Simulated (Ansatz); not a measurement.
# W: the cost of one run

Program: Ansatz 0.2.0. Level of theory: DFT PBE, scalar-relativistic, plane waves, PAW. These are calculated values, not measurements.

1 further run of the same task is left out (set aside as unsound or not needed). Runs told in other sessions of the task aren't counted.

### Step 1. The structure to begin with

Symmetry: Fm-3m, No. 225, cubic system. Conventional cell: a = 4.037 Å, b = 4.037 Å, c = 4.037 Å, α = 90.00°, β = 90.00°, γ = 90.00°. W (site symmetry m-3m) has 12 W at 2.85 Å in its first shell of neighbours.

Structure file:

```cif
data_structure
_symmetry_space_group_name_H-M 'Fm-3m'
_symmetry_Int_Tables_number 225
_cell_length_a 4.0372
_cell_length_b 4.0372
_cell_length_c 4.0372
_cell_angle_alpha 90.000
_cell_angle_beta 90.000
_cell_angle_gamma 90.000
_cell_volume 65.80
loop_
_atom_site_label
_atom_site_type_symbol
_atom_site_symmetry_multiplicity
_atom_site_Wyckoff_symbol
_atom_site_fract_x
_atom_site_fract_y
_atom_site_fract_z
_atom_site_occupancy
W1 W 4 a 0.00000 0.00000 0.00000 1
```

It is the result of an earlier relaxation at this level (volume 16.45 Å³/atom; gap on the mesh: none (metal)).

### Step 2. What is varied

Rigid slide and opening across a plane, one cut a cell; the plane is (1 1 1) of the conventional cell.

The axes are (1) slide along a1 + 0 a2 (2.855 Å): 6 values from 0.000 to 0.833, periodic; (2) opening across the cut: 5 values from −0.25 to 2.20 Å.

Nothing else is relaxed (rigid halves). Energies count from the perfect crystal. Points are written as (first, second).

### Step 3. Point (0.167, −0.25 Å)

File input.yaml:

```yaml
crystal:
  lattice:
    - [2.0185928054, -2.0185928054, 0.0]
    - [2.0185928054, 0.0, -2.0185928054]
    - [8.2664657884, 7.59360152, 7.9300336542]
  atoms:
    - { symbol: W, position: [0.6525278092, 0.6666666667, 0.0848331451] }
    - { symbol: W, position: [-0.155555716, 0.0, 0.9333342963] }
    - { symbol: W, position: [0.2909111041, 0.3333333333, 0.2545333753] }
    - { symbol: W, position: [0.567677694, 0.6666666667, 0.5939338358] }
    - { symbol: W, position: [-0.0707056009, 0.0, 0.4242336056] }
    - { symbol: W, position: [0.206060989, 0.3333333333, 0.763634066] }
basis:
  ecutwfc: 420
kpoints:
  mp_grid: { grid: [17, 17, 3] }
hamiltonian:
  xc: pbe
  pseudopotentials: { kind: paw, azcp: { folder: soft_1 } }
scf:
  occupations: { method: gaussian, width: 0.15 }
output:
  forces: true
  stress: true
  eigenvalues: true
  write_density: true
  write_potential: true
  elf: true
  volumetric_format: npy
```

Started as:

```sh
$ ansatz run input.yaml --threads 2 --pin off --max-ram 4096MiB --backend cpu --events-out ev --progress --plain --runs-dir out
```

What time and memory should one allow on 2 threads of Arm Neoverse N1, shared host?

About 2.2 min, with a peak of 1.4 GiB.
